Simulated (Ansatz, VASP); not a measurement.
**Two plane-wave programs on LiF**

```
Li F
1.0
     0.00000    2.01400    2.01400
     2.27824    0.00000    2.01400
     2.27824    2.01400    0.00000
Li F
1 1
Direct
  0.00000 0.00000 0.00000
  0.50000 0.50000 0.50000
```

Change from the starting cell: strain +0.1312 x Voigt [1, 0, 0, 0, 0, 0], atoms carried along.

Alike in both runs: task single point; functional PBE; k mesh 10 × 10 × 10; occupations gaussian, width 0.05 eV; no spin polarisation.

|  | VASP | Ansatz |
| --- | --- | --- |
| version | VASP 6.6.1 | Ansatz 0.2.0 |
| potentials or method | VASP PAW PBE potentials, release 64 (Li_sv, F) | scalar-relativistic, plane waves, PAW |
| plane-wave cutoff (eV) | 520 | 420 |
| valence electrons in the cell | 10 | 10 |

```tsv
	VASP	Ansatz	Ansatz less VASP
gap on the k mesh at the Fermi level (eV)	7.96	7.96	+0.003
least direct gap on the mesh (eV)	7.96	7.96	+0.003
```

 A k mesh can miss the band edges.
